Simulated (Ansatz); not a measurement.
Computed with Ansatz (plane waves, PAW, 420 eV cutoff): PBE+U (U_eff = 6 eV on X's open shell), scalar-relativistic, collinear spin, 10×10×10 k-mesh, Gaussian smearing of 0.05 eV. The datasets are Ansatz's generated set soft_2.

A compound XN has these computed properties.

```json
{
  "Space group": "Fm-3m (No. 225)",
  "Conventional cell": "a = 5.002 Å, b = 5.002 Å, c = 5.002 Å, α = 90.00°, β = 90.00°, γ = 90.00°",
  "Volume": "15.65 Å³/atom",
  "Band gap": "zero (metallic)",
  "Density of states at the Fermi level": "0.03 states/(eV·atom) (so small a value isn't resolved on this mesh)",
  "Magnetic state": "ferromagnetic",
  "Site spin moments": "X 6.94; N -0.14 μB",
  "Spin moment of the cell": "7.00 μB",
  "Bader charges": "X 1.78; N -1.78 e",
  "f electrons (orthogonalised atomic orbitals)": "X 7.04",
  "Bulk modulus (Birch–Murnaghan)": "150 GPa",
  "Pressure derivative B0′": "4.3"
}
```

Sites: X on 4b, N on 4a.

Question: Which element is X?
A. Tb
B. Eu
C. Dy
D. Gd

Answer: D. X is Gd, so the compound is GdN.

The start was a prototype's sites filled with these elements; the Crystallography Open Database holds the compound in this structure.

No spin–orbit coupling, a notable omission for heavy elements. The run wasn't fully tested for a lower electronic state. Site moments are of spin, integrated over atomic spheres. A U of this size is made for insulators; in a metal, as here, it tends to take f weight out of the bonding and to swell the cell.
